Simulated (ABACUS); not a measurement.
Nb under changes of volume

One of the cells (18.922 Å³/atom); the others are scaled copies at fixed shape and fractional positions:

```
Nb
1.0
     0.00000    2.11500    2.11500
     2.11500    0.00000    2.11500
     2.11500    2.11500    0.00000
Nb
1
Direct
  0.00000 0.00000 0.00000
```

This isn't the form of Nb at room conditions, which is bcc.

| Property | Result |
| --- | --- |
| Program | ABACUS 3.10.1 |
| Functional | PBE |
| Potentials or basis | PseudoDojo NC SR 0.4.1 PBE standard |
| Cutoff | 1116 eV |
| Density cutoff | 4463 eV |
| Basis | plane waves |
| k mesh | 11 × 11 × 11 |
| Occupations | fermi-dirac, width 0.05 eV |
| Spin | no spin polarisation |

| volume (Å³/atom) | energy over the lowest point (meV/atom) | pressure (GPa) |
| --- | --- | --- |
| 17.786 | ? | ? |
| 18.165 | 8.21 | 5.3 |
| 18.543 | 0.00 | 1.7 |
| 18.922 | 0.15 | -1.7 |
| 19.300 | 7.86 | -4.7 |
| 19.679 | 22.35 | -7.4 |
| 20.057 | 42.93 | -9.8 |

Task: What does the run at 17.786 Å³/atom give?

Result: Energy over the lowest point 25.64 meV/atom; pressure 9.4 GPa.

Worked out: A Birch-Murnaghan fit of order 3 (a polynomial in V^(-2/3)) to the other rows has its minimum at 18.72 Å³/atom with B0 = V·E''(V) = 167 GPa and B' = 4.2. It gives 25.78 meV/atom at 17.786 Å³/atom, against the run's 25.64, and -dE/dV = 9.5 GPa, against 9.4.

Energies are extrapolated to zero smearing.
